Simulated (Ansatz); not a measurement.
An Ansatz (an electronic-structure program) run: a single point on ZrO2 with a change (uniaxial strain ε_yy = +2.10 %), its geometry relaxed with PBE; HSE06 (Ansatz, PAW, scalar-relativistic without spin-orbit coupling), earlier PAW set.

Input:

Ansatz 0.2 input:
```yaml
crystal:
  lattice:
    - [3.6208223531, 0, 0]
    - [0, 3.6968596225, 0]
    - [0, 0, 5.284250147]
  atoms:
    - { symbol: Zr, position: [0, 0, 0.0020586838] }
    - { symbol: Zr, position: [0.5, 0.5, 0.4979413162] }
    - { symbol: O, position: [0, 0.5, 0.1891352998] }
    - { symbol: O, position: [0, 0.5, 0.6898937988] }
    - { symbol: O, position: [0.5, 0, 0.3108647002] }
    - { symbol: O, position: [0.5, 0, 0.8101062012] }
basis: { ecutwfc: 420, ecutrho_ratio: 4, xc_grid: 2, fft_grid_basis: typed }
kpoints: { mp_grid: { grid: [6, 6, 4] } }
hamiltonian:
  xc: hse06
  dispersion: none
  pseudopotentials: { azcp: { folder: ./paw }, kind: paw }
scf: { occupations: { method: fermi_dirac, width: 0.01 } }
output: { eigenvalues: true, eigenstates: { kpoints: [[0.222222, 0.222222, 0], [0, 0, 0], [0, 0.5, 0], [0.5, 0, 0]] } }
```

Output (explanatory and most iteration lines left out):

```
Pseudopotential: Zr, paw, valence charge 12
Pseudopotential: O, paw, valence charge 6
Crystal: 6 atoms, lattice volume = 70.733 Å³
Basis set: ecut = 420 eV, 1389 PW (Γ), exchange–correlation on 50×50×72 points (8 copies of the dense FFT grid, shifted against one another)
Bands: 30, of which v1, the nominal top of the filled ones, is band 24 counted from 1 (23 counted from 0)
Symmetry: 8 space group operations
Space group: Pmmn (ITA 59), of the structure as read, at distance tolerance 4.1e-5 Å
k-points: 48 of 144
Functional: x = pbe(κ = 0.804, μ = 0.2195149727645171), c = pbe(β = 0.06672455060314922), warm-up for x = pbe(κ = 0.804, μ = 0.2195149727645171) + 0.25 (exact …
SCF iter   1: F=—  HF=-10647.894264 eV  |F-HF|=—  |Δ(HF+E_count)|=         —  Δρ=5.41e-2  dr2=1.93e0  ethr=1.00e-1  ⟨swp⟩=3.6  Hψ=3965  notcnv=0
SCF iter   2: F=—  HF=-10647.913937 eV  |F-HF|=—  |Δ(HF+E_count)|=   1.97e-2  Δρ=3.87e-2  dr2=5.55e-1  ethr=4.03e-3  ⟨swp⟩=3.8  Hψ=3919  notcnv=0  defer=3
SCF 1 stopped early in 6 iterations: F = -10647.896830 eV  dr2 = 3.54e-5
Crystal: 6 atoms, lattice volume = 70.733 Å³
Functional: x = pbe(κ = 0.804, μ = 0.2195149727645171) + 0.25 (exact − pbe) at short range (hse, ω = 0.20786987370883472 Å⁻¹), c = pbe(β = 0.06672455060314922); HSE06 as pw.x's `hse` composes it (authors' and Libxc's form: `xc: wpbeh`)
SCF iter   1: F=—  HF=-10652.159497 eV  |F-HF|=—  |Δ(HF+E_count)|=         —  Δρ=1.41e-2  dr2=2.30e-1  ethr=7.38e-7  ⟨swp⟩=6.3  Hψ=7167  notcnv=0
SCF iter   2: F=—  HF=-10652.084949 eV  |F-HF|=—  |Δ(HF+E_count)|=   7.45e-2  Δρ=4.97e-3  dr2=1.23e-2  ethr=7.38e-7  ⟨swp⟩=5.0  Hψ=6481  notcnv=0
SCF 2 stopped early in 6 iterations: F = -10652.111248 eV  dr2 = 7.39e-6
Crystal: 6 atoms, lattice volume = 70.733 Å³
SCF iter   1: F=—  HF=-10652.111024 eV  |F-HF|=—  |Δ(HF+E_count)|=         —  Δρ=1.33e-4  dr2=1.15e-5  ethr=5.67e-7  ⟨swp⟩=5.0  Hψ=3467  notcnv=0
SCF iter   2: F=—  HF=-10652.111022 eV  |F-HF|=—  |Δ(HF+E_count)|=   2.30e-6  Δρ=3.42e-5  dr2=6.03e-7  ethr=1.17e-9  ⟨swp⟩=3.0  Hψ=6028  notcnv=0
SCF 3 converged in 3 iterations: F = -10652.111022 eV  dr2 = 9.02e-8
Free energy (F): -10652.111022 eV
Internal energy: -10652.111022 eV  (E = F + TS)
E sigma→0 (E₀):  -10652.111022 eV
Fermi energy:    12.133514 eV
```

Single points use the geometry relaxed with PBE. HSE06 gaps are upper bounds (no full band path). No phonon test of stability was made. The cell was made from ZrO₂ (space group P4_2/nmc, No. 137) by this change: uniaxial strain ε_yy = +2.10 %. This is not the structure that ZrO2 has at room temperature and ambient pressure.
